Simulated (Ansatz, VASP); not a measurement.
Two plane-wave programs on Cu

File INCAR:

```
SYSTEM = Cu
  PREC = Accurate
  ENCUT = 520
  EDIFF = 1E-7
  ISMEAR = -1
  SIGMA = 0.15
  LREAL = .False.
  LASPH = .True.
  NELM = 80
  ALGO = Normal
  ISIF = 2
  LWAVE = .False.
  LCHARG = .False.
  GGA = PS
  NBANDS = 18
```

File KPOINTS:

```
regular mesh
0
Gamma
  10 10 6
  0 0 0
```

POSCAR

```
Cu
1.0
    2.4882205543      0.0000000000      0.0000000000
   -1.2441102722      2.1548622084      0.0000000000
    0.0000000000      0.0000000000      4.0381189141
Cu
2
Direct
    0.3333333333      0.6666666667      0.2500000000
    0.6666666667      0.3333333333      0.7500000000
```

Input for Ansatz:

```yaml
crystal:
  lattice:
    - [2.488220554307143, 0.0, 0.0]
    - [-1.244110272244089, 2.1548622084168048, 0.0]
    - [0.0, 0.0, 4.038118914085263]
  atoms:
    - { symbol: Cu, position: [0.3333333333333333, 0.6666666666666666, 0.25] }
    - { symbol: Cu, position: [0.6666666666666666, 0.3333333333333333, 0.75] }
basis:
  ecutwfc: 470.0
kpoints:
  mp_grid:
    grid: [10, 10, 6]
hamiltonian:
  xc: pbesol
scf:
  occupations:
    method: fermi_dirac
    width: 0.15
output:
  stress: true
```

This isn't the form of Cu at room conditions, which is fcc.

Alike in both runs: task single point; functional PBEsol; k mesh 10 × 10 × 6; occupations fermi-dirac, width 0.15 eV; no spin polarisation.

|  | VASP | Ansatz |
| --- | --- | --- |
| version | VASP 6.6.1 | Ansatz 0.2.0 |
| potentials or method | VASP PAW PBE potentials, release 64 (Cu) | plane waves, PAW |
| plane-wave cutoff (eV) | 520 | 470 |
| valence electrons in the cell | 22 | 38 |

Ansatz gave:

| Item | Value |
| --- | --- |
| pressure (GPa) | 8.6 |
| largest component of the traceless stress (GPa) | 0.95 |

Question: What did VASP give for the same quantities?

Answer: Pressure (GPa): 9.4; largest component of the traceless stress (GPa): 0.88.

The two sets of potentials don't hold the same shells in valence.

Caveats: the PAW data sets were made with another functional, which shifts forces and pressure a little (VASP).
